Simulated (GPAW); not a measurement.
Input of a GPAW 26.7.0 run:

Contents of run.py:

```python
import numpy as np
from ase import Atoms
from ase.dft.bandgap import bandgap
from ase.io import write
from ase.units import GPa
from gpaw import GPAW, PW
from gpaw.spinorbit import soc_eigenstates

atoms = Atoms(['In', 'As'],
              cell=[[0.0, 3.018, 3.018],
                    [3.018, 0.0, 3.018],
                    [3.018, 3.018, 0.0]],
              scaled_positions=[[0.0, 0.0, 0.0],
                                [0.75, 0.75, 0.75]],
              pbc=True)

calc = GPAW(mode=PW(600),
            xc='MGGA_X_R2SCAN+MGGA_C_R2SCAN',
            kpts={'size': (6, 6, 6), 'gamma': True},
            occupations={'name': 'fermi-dirac', 'width': 0.05},
            nbands=18,
            convergence={'density': 1e-05, 'energy': 1e-05},
            maxiter=150,
            txt='gpaw.txt')
atoms.calc = calc
energy = atoms.get_potential_energy()
forces = atoms.get_forces()
stress = atoms.get_stress()
calc.write('gs.gpw')
write('result.traj', atoms)
print(f'Energy: {energy:.6f} eV')
print('Forces (eV/A):')
print(forces.round(4))
print('Stress (GPa):', (stress / GPa).round(3))
print('Fermi level:', round(calc.get_fermi_level(), 4), 'eV')
print(f'Gap: {bandgap(calc)[0]:.4f} eV, direct: {bandgap(calc, direct=True)[0]:.4f} eV')

path = atoms.cell.bandpath('GXWKGLUWLK,UX', npoints=100, eps=1e-4)
bs_calc = calc.fixed_density(kpts=path, symmetry='off', nbands=30,
                             convergence={'bands': 'CBM+6.0', 'eigenstates': 1e-6}, txt='bands.txt')
bs = bs_calc.band_structure()
bs.write('bs.json')
print(f'Gap on the path: {bandgap(bs_calc)[0]:.4f} eV')

soc = soc_eigenstates(bs_calc, theta=54.7, phi=45, ignore_xc_potential=True)
np.savetxt('soc_bands.dat', soc.eigenvalues(), fmt='%.4f')
mesh = soc_eigenstates('gs.gpw', theta=54.7, phi=45, ignore_xc_potential=True)
np.savetxt('soc_mesh.dat', mesh.eigenvalues(), fmt='%.4f')
print('Fermi level with spin-orbit coupling:', round(mesh.fermi_level, 4), 'eV')
```

Potentials or basis: GPAW PAW data sets (gpaw-data 1.2.1), pw.

Launch:

```console
$ OMP_NUM_THREADS=1 python run.py
```

Problem. Predict the band gap along the path.

Solution. 0.16 eV, direct.

Problem. Predict the band gap on the k mesh.

Solution. 0.16 eV, direct.

Problem. Estimate the pressure.

Solution. 2.1 GPa.

Levels at the corners of the path, in eV from the valence-band top:
```
point  band 14  band 15  band 16  band 17  band 18  band 19  band 20  band 21  band 22  band 23
    Γ    -0.35     0.00     0.00     0.00     0.00     0.16     0.16     3.80     3.80     4.30
    X    -6.08    -2.55    -2.55    -2.55    -2.55     1.70     1.70     2.24     2.24     9.69
    W    -5.90    -3.24    -3.16    -3.14    -3.03     4.38     4.48     4.53     4.58     5.24
    K    -5.91    -3.52    -3.51    -2.16    -2.15     2.29     2.29     4.50     4.55     7.63
    Γ    -0.35     0.00     0.00     0.00     0.00     0.16     0.16     3.80     3.80     4.30
    L    -6.04    -1.28    -1.28    -1.02    -1.02     1.21     1.21     4.82     4.82     5.02
    U    -5.91    -3.52    -3.51    -2.16    -2.15     2.29     2.29     4.50     4.55     7.63
    W    -5.90    -3.24    -3.16    -3.14    -3.03     4.38     4.48     4.53     4.58     5.24
    L    -6.04    -1.28    -1.28    -1.02    -1.02     1.21     1.21     4.82     4.82     5.02
    K    -5.91    -3.52    -3.51    -2.16    -2.15     2.29     2.29     4.50     4.55     7.63
    U    -5.91    -3.52    -3.51    -2.16    -2.15     2.29     2.29     4.50     4.55     7.63
    X    -6.08    -2.55    -2.55    -2.55    -2.55     1.70     1.70     2.24     2.24     9.69
```

Caveat: spin-orbit coupling was added after a scalar SCF, so levels and gaps hold it while energy, forces, pressure and moments don't; this program's spin-orbit splittings come out too wide for heavy elements; the PAW data sets were made with another functional, which shifts forces and pressure a little.

**Measured values to compare with.**

A printed reference work, data compilation reports, for a bulk crystal of InAs at 4.2 K: band gap 0.418 eV (direct).

Against the measured gap of InAs, 0.418 eV (direct; 4.2 K; a printed reference work, data compilation), the calculated 0.16 eV is off by -0.26 eV. The value is that of r2SCAN, without temperature or zero-point motion.
